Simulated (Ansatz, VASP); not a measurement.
## As: VASP beside Ansatz

One calculation is typed for both programs; each brings its own data sets. How far apart do they land? The cell is taken from a series of runs on this material, whose earlier steps may have relaxed, scaled, displaced or heated it; both programs get it as it stands.

Program: Ansatz 0.2.0. Level of theory: plane waves, with VASP 6.6.1 beside it; G0W0 gap at PBE. Results are calculated unless marked as measured.

## (1) The structure

The cell holds 4 atoms: 4 As. Its edges and angles: a = 4.542 Å, b = 3.678 Å, c = 28.000 Å, α = 90.0°, β = 90.0°, γ = 90.0°. Vacuum lies along c.

Coordinates:

```cif
data_structure
_symmetry_space_group_name_H-M 'P 1'
_symmetry_Int_Tables_number 1
_cell_length_a 4.5422
_cell_length_b 3.6780
_cell_length_c 28.0000
_cell_angle_alpha 90.000
_cell_angle_beta 90.000
_cell_angle_gamma 90.000
_cell_volume 467.77
loop_
_atom_site_label
_atom_site_type_symbol
_atom_site_fract_x
_atom_site_fract_y
_atom_site_fract_z
_atom_site_occupancy
As1 As 0.06291 0.00000 0.54303 1
As2 As 0.43709 0.50000 0.54303 1
As3 As 0.56291 0.50000 0.45697 1
As4 As 0.93709 0.00000 0.45697 1
```

## (2) Ansatz: G0W0 gap, PBE

Ansatz runs on its PAW soft_1 files.

Quasiparticle shifts depend on high empty states and on the cores, so they are the hardest test of two PAW sets.

File input.yaml:

```yaml
crystal:
  lattice:
    - [4.54215397, 0.0, 0.0]
    - [0.0, 3.678024598, 0.0]
    - [0.0, 0.0, 28.0]
  atoms:
    - { symbol: As, position: [0.0629104277, 0.0, 0.5430286337] }
    - { symbol: As, position: [0.4370895723, 0.5, 0.5430286337] }
    - { symbol: As, position: [0.5629104277, 0.5, 0.4569713663] }
    - { symbol: As, position: [0.9370895723, 0.0, 0.4569713663] }
  periodic: [true, true, false]
kpoints:
  mp_grid: { grid: [4, 4, 1] }
hamiltonian:
  xc: pbe
  pseudopotentials: { kind: paw, azcp: { folder: soft_1 } }
scf:
  occupations: { method: fixed }
gw:
  n_empty_bands: 508
  ecut_chi: 60.0
  qp_bands: [v2, c2]
  qp_kpoints: band_edges
  screening: { model: contour_deformation }
```

Started as:

```console
$ ansatz run input.yaml --threads 8 --pin off --max-ram 17510MiB --backend cpu --events-out ev --progress --plain --runs-dir out
```

Numbers of over 12 decimals in the logs are rounded to 6 here.

Log:

```text
Engine: ansatz 0.2.0, x86_64-unknown-linux-gnu
Pseudopotentials: kind: paw
Pseudopotential: As, paw, valence charge 15, recommended cutoff 420 eV (normal), soft_1/As.paw.azcp
Functional definition: PBE
  parameter kappa = 0.804
  parameter beta = 0.066725
  exchange = pbe_x(kappa = kappa, mu = beta*pi^2/3)
  correlation = pbe_c(beta = beta)
Crystal: 4 atoms, lattice volume = 467.772 Å³
Basis set: ecut = 420 eV, 9163 PW (Γ)
Bands: 36, of which v1, the nominal top of the filled ones, is band 30 counted from 1 (29 counted from 0)
Symmetry: 8 space group operations
Space group: Pmna (ITA 53), of the structure as read, at distance tolerance 7.8e-5 Å
k-points: 9 of 16
Non-local potential: As, projectors of the file, l = 0: 2, l = 1: 2, l = 2: 3, l = 3: 1
PAW form: soft (Blöchl's): semilocal exchange-correlation on the pseudo side does not see the compensation charge
PAW one-centre angular grid: As, 590 points (default); XC on 64 Gauss nodes
Initial density: superposition of atomic densities (neutral atoms: chi_scale 0, normalization atom)
Initial wavefunctions: pseudopotential atomic-orbital guess
Functional: x = pbe(κ = 0.804, μ = 0.219515), c = pbe(β = 0.066725)
iter 1 solved again at ethr=9.08e-4 eV; its pass at ethr=3.10e-3 eV (dr2=5.45e-1 eV) is discarded
SCF iter   1: F=—  HF=-19424.488404 eV  |F-HF|=—  |Δ(HF+E_count)|=         —  Δρ=1.20e-2  dr2=5.51e-1  ethr=9.08e-4  ⟨swp⟩=2.0  Hψ=1645  notcnv=0  defer=34
preconditioner: auto → Resta (q_TF=auto, 1.938 Å⁻¹)  ε∞=1.7  [insulator: Δε(μ)=0.882 eV  Ē_g=9.046 eV  n_scr=60 (ndim 8)  ℏωp=7.7 eV  f_vac=0.760  ε∞_Penn≈1.7  vacuum switching on, ρ_ref=5.9e-3 e/Å³]
SCF iter   2: F=—  HF=-19424.418994 eV  |F-HF|=—  |Δ(HF+E_count)|=   6.94e-2  Δρ=6.30e-3  dr2=1.40e-1  ethr=9.08e-4  ⟨swp⟩=2.6  Hψ=391  notcnv=0  defer=35
SCF iter   3: F=—  HF=-19424.404297 eV  |F-HF|=—  |Δ(HF+E_count)|=   1.47e-2  Δρ=7.85e-4  dr2=6.83e-3  ethr=2.33e-4  ⟨swp⟩=3.6  Hψ=511  notcnv=0  defer=36
SCF iter   4: F=—  HF=-19424.402359 eV  |F-HF|=—  |Δ(HF+E_count)|=   1.94e-3  Δρ=3.10e-4  dr2=2.88e-4  ethr=1.14e-5  ⟨swp⟩=4.6  Hψ=697  notcnv=0  defer=36
SCF iter   5: F=—  HF=-19424.402493 eV  |F-HF|=—  |Δ(HF+E_count)|=   1.33e-4  Δρ=4.48e-5  dr2=1.59e-5  ethr=4.80e-7  ⟨swp⟩=3.1  Hψ=488  notcnv=0  defer=36
SCF iter   6: F=—  HF=-19424.402485 eV  |F-HF|=—  |Δ(HF+E_count)|=   7.60e-6  Δρ=1.36e-5  dr2=5.28e-7  ethr=2.66e-8  ⟨swp⟩=3.0  Hψ=666  notcnv=0  defer=36
SCF iter   7: F=-19424.402485 eV  HF=-19424.402485 eV  |F-HF|=9.33e-8  |Δ(HF+E_count)|=   3.06e-7  Δρ=4.95e-6  dr2=6.53e-8  ethr=1.67e-10  ⟨swp⟩=16.2  Hψ=1822  notcnv=0
SCF 1 converged in 7 iterations: F = -19424.402485 eV  dr2 = 6.53e-8
  greatest PAW one-centre occupation: 0.999 electrons in one spin orbital (limit 2), on the As atom at site 3 (counted from 0), in its partial waves of l = 2
NSCF: frozen V_eff on 9 k-points
G₀W₀ screening: q 1/9
[... further progress lines ...]
SCF converged after 7 iterations
Free energy (F): -19424.402485 eV
Harris-Foulkes:  -19424.402485 eV  (|F-HF|=9.33e-8)
Internal energy: -19424.402485 eV  (E = F + TS)
E sigma→0 (E₀):  -19424.402485 eV
Fermi energy:    -4.533973 eV
--- Per-component energies (eV) ---
  E_band       = -1809.958733
  E_kinetic    = 385.599298
  E_local      = -115735.134032  (includes V_loc(G=0)·N_el)
  E_nonlocal   = -1571.774270
  E_hartree    = 57926.466892
  E_xc         = -279.723632
  E_vxc        = -292.202847  (∫ρ·V_xc dr)
  E_paw        = -8053.694506  (= ΣΔE_a)
  E_vpaw       = -449.379685  (= ΣTr[D̂ρ^β])
  E_aug_tail   = -0.000020  (compensation charges beyond the density's cutoff)
  E_ewald      = 47903.857784
  E_smearing   = -0.000000  (= −TS)
  E_closure    = 0.000000  (closes the sum)
  Σ components = -19424.402485   (vs F -19424.402485, Δ=0.00e0)
--- Band table (eV; the first three rows and the last of 9) ---
  k-point 0: bands = [... 26 lower, -7.3235, -6.2728, -5.6828, -4.5340, -3.8228, -2.3035, -1.7394 (-1.7393°), -1.0946 (-1.0946°), ... 2 higher]
  k-point 1: bands = [... 26 lower, -7.8271, -6.5552, -5.9656, -5.1018, -3.2424, -3.1969, -1.7958, -1.2602 (-1.2602°), ... 2 higher]
  k-point 2: bands = [... 26 lower, -6.6952, -6.6952, -6.3474, -6.3474, -3.2920, -3.2920, -2.8957, -2.8957, ... 2 higher]
  k-point 8: bands = [... 26 lower, -8.4803, -8.4803, -6.0543, -6.0543, -1.8225, -1.8225, 0.2308, 0.2308, ... 2 higher]
  ° read free of the cell's end (the report's vacuum.weakly_bound_levels)
--- G₀W₀: contour deformation, 7 samples at zero and on the imaginary axis and 1 off it, 16 q-points, 508 empty bands' worth ---
  eigenvalues of the whole cell's RPA ε∞ on this k-mesh (on a slab, of 1 + 4πα/V) = 1.1711, 3.6858, 5.5951; static W/v taken at q = 0 is 0.447692
  gw.qp_kpoints: band_edges: 4 of 9 stored k-points solved, in 1 pass; an edge of the gap read off the rows below is read off those points alone
    valence top: of the k-points left out ik 1 came nearest to being solved in a further pass, in band 30 (counted from 1, as in the quasiparticle table): it holds the edge there only if its correction is more favourable than any solved in that band by at least 0.487 eV; those differ by 0.154 eV
    conduction bottom: of the k-points left out ik 1 came nearest to being solved in a further pass, in band 31 (counted from 1, as in the quasiparticle table): it holds the edge there only if its correction is more favourable than any solved in that band by at least 0.580 eV; those differ by 0.123 eV
    ik  band        ε_KS         Σx   Σc(E_QP)       V_xc       Z   E_QP_lin       E_QP  E_QP is
     0    29     -5.6828   -16.2732     1.4990   -14.4918  0.6758    -5.9772    -5.9652  root
     0    30     -4.5340   -15.8035     1.1456   -14.3912  0.6812    -4.8104    -4.8006  root
     0    31     -3.8228    -7.5778    -2.9861   -10.8549  0.6987    -3.5198    -3.5319  root
     0    32     -2.3035    -7.7452    -3.8436   -11.8932  0.6867    -1.9846    -1.9990  root
     2    29     -6.3474   -15.1271     1.6904   -13.0961  0.6584    -6.7068    -6.6879  root
     2    30     -6.3474   -15.1271     1.6904   -13.0961  0.6584    -6.7068    -6.6879  root
     2    31     -3.2920    -8.7015    -3.3541   -12.4156  0.6923    -2.9107    -2.9320  root
     2    32     -3.2920    -8.7015    -3.3541   -12.4156  0.6923    -2.9107    -2.9320  root
     3    29     -5.7014   -16.3749     1.4990   -14.5908  0.6765    -5.9985    -5.9866  root
     3    30     -5.0211   -15.0205     0.8556   -13.9345  0.6813    -5.2582    -5.2515  root
     3    31     -3.0370    -7.5778    -3.1247   -10.9936  0.6923    -2.7346    -2.7460  root
     3    32     -2.8033   -10.3154    -3.3029   -14.0621  0.6873    -2.3202    -2.3595  root
     6    29     -5.0618   -14.7183     0.5299   -14.0021  0.6853    -5.2521    -5.2481  root
     6    30     -5.0618   -14.7183     0.5299   -14.0021  0.6853    -5.2521    -5.2481  root
     6    31     -2.9131   -10.9724    -2.9417   -14.3285  0.6860    -2.4676    -2.4988  root
     6    32     -2.9131   -10.9724    -2.9417   -14.3285  0.6860    -2.4676    -2.4988  root
```

In the SCF lines HF is the Harris–Foulkes energy and dr2 the Hartree energy of the density residual, in eV; the loop may stop once dr2 is under the threshold and the program's other checks hold. Hψ counts applications of the Hamiltonian.

(Part 1 of 2 ends here.)

[Lines on the potential files, build, host, timing and source positions are cut from VASP's logs without a mark.]

[Logs are printed without paths, hosts, clocks, repeated set-up lines and the standing remarks that a program may print on its own settings, such as how far it seeks lower states.]

[Hosts, paths, dates, database ids (printed as entryN), source tags and the programs' standing remarks are cut or masked in the printed files.]
